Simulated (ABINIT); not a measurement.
Crystal: CdSe (Cadmoselite).

```
Cd Se
1.0
     4.30000    0.00000    0.00000
    -2.15000    3.72391    0.00000
     0.00000    0.00000    7.02000
Cd Se
2 2
Cartesian
  2.1500 1.2413 3.5100
  0.0000 2.4826 0.0000
  2.1500 1.2413 6.2127
  0.0000 2.4826 2.7027
```

Program: ABINIT 10.8.3 (patched build). Alike in all runs: no spin polarisation; cell as given; cutoff (eV) 463; smearing fermi-dirac 0.05 eV.

Question: Order these runs on this cell by their band gap on the k mesh, lowest first.
A. level RPBE; potentials or basis JTH PAW PBE v2.0; k mesh 7 × 7 × 4; mesh quality not flagged
B. level PBE; potentials or basis JTH PAW PBE v2.0; k mesh 4 × 4 × 2; mesh quality coarse
C. level LDA; potentials or basis JTH PAW LDA v2.0; k mesh 4 × 4 × 2; mesh quality coarse

Answer: C (0.41 eV), B (0.69 eV), A (0.87 eV).

Caveats: some runs use coarse meshes.
